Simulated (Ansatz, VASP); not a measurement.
RbBr: VASP beside Ansatz

```xyz
2
Lattice="-0.0302 3.8695 3.8695 3.8695 -0.0302 3.8695 3.8393 3.8393 0.0000" Properties=species:S:1:pos:R:3 pbc="T T T"
Rb    0.0000    0.0000   -0.0135
Br    1.9197    1.9197    1.9483
```

Change from the starting cell: shear_xy strain -1.6%.

Alike in both runs: task single point; functional r2SCAN; k mesh 6 × 6 × 6; no spin polarisation.

```csv
,VASP,Ansatz
version,VASP 6.6.1,Ansatz 0.2.0
potentials or method,"VASP PAW PBE potentials, release 64 (Rb_sv, Br)","plane waves, PAW"
plane-wave cutoff (eV),520,500
occupations,"gaussian, width 0.01 eV",fixed
valence electrons in the cell,16,16
```

|  | VASP | Ansatz | Ansatz less VASP |
| --- | --- | --- | --- |
| gap on the k mesh at the Fermi level (eV) | 4.64 | 4.64 | 0.000 |
| pressure (GPa) | 0.0 | 0.0 | -0.01 |

Caveats: the PAW data sets were made with another functional, which shifts forces and pressure a little (VASP). A k mesh can miss the band edges.
